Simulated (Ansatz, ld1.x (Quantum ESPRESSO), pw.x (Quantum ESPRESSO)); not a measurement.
# strontium (Sr) (bcc): variants of one TM potential in the solid

```json
{
  "Element": "strontium",
  "Generator": "ld1.x (Quantum ESPRESSO) 7.5",
  "Type": "norm-conserving Troullier–Martins (Kleinman–Bylander form)",
  "Functional": "PBE",
  "Relativity": "scalar-relativistic",
  "Frozen core": "[Kr]",
  "Valence charge": "2",
  "Reference configuration": "4d0 5s2 5p0",
  "Partial waves": "5p (bound, empty): rc 4.15 bohr; 4d (bound, empty): rc 3.30 bohr; 4f channel at 0.2 Ry: rc 3.65 bohr; 5s (bound): rc 3.60 bohr",
  "Local potential": "the s channel",
  "Core correction": "none"
}
```

Crystal test: bcc Sr in pw.x 7.5, no spin, 10³ k-points, Fermi–Dirac smearing 0.01 Ry, cutoffs set for each file from its atomic test. The reference is all-electron LAPW (Ansatz 0.2.0) with the same functional, mesh and smearing; V0 and B0 come from Birch–Murnaghan fits to the pressures at five volumes. Errors are pseudo minus all-electron; Δ is the rms difference of the E(V) curves that follow from these fits, minima aligned, over ±6 % about the mean V0. Mesh and smearing are coarse, so the numbers serve the comparison and aren't converged zero-temperature values; the lattice is a test structure that the element need not adopt.

All-electron: a0 = 4.780 Å (V0 = 54.61 Å³/atom), B0 = 11.4 GPa.

Base: The largest radius (4.15 bohr) exceeds half the bond length (3.91 bohr), so the spheres overlap, which is one possible source of error among others. This is a poor potential for the solid.

1 further variants are left out: they gave no file fit for a test, a broken result, the same result as the base, or pressures whose basis-set error rivals the error shown.

| change | cutoffs (Ry) | pw.x | a0 (Å) | a0 error (%) | B0 error (%) | Δ (meV/atom) | mean pressure error (GPa) |
| --- | --- | --- | --- | --- | --- | --- | --- |
| base | 35/140 | converged | 4.707 | -1.52 | -10.9 | 5.9 | -0.45 |
| wave 4f channel at 0.2 Ry: rc 3.65 bohr becomes 4f channel at 4.83 Ry: rc 3.65 bohr | 35/140 | converged | 4.715 | -1.36 | -10.3 | 5.3 | -0.41 |
| wave 4d (bound): rc 3.30 bohr becomes 4d (bound): rc 4.78 bohr | 35/140 | converged | 4.733 | -0.98 | -15.6 | 3.8 | -0.28 |
| wave 5p (bound): rc 4.15 bohr becomes 5p (bound): rc 3.80 bohr | 35/140 | converged | 4.708 | -1.51 | -10.8 | 5.9 | -0.44 |

Q: Give the row for: all radii scaled by about 1.05 (s 3.78, p 4.36, d 3.46, f 3.84 bohr).

A: pw.x: converged; mean pressure error (GPa): -0.41; a0 (Å): 4.713; a0 error (%): -1.40; B0 error (%): -11.4; Δ (meV/atom): 5.4.
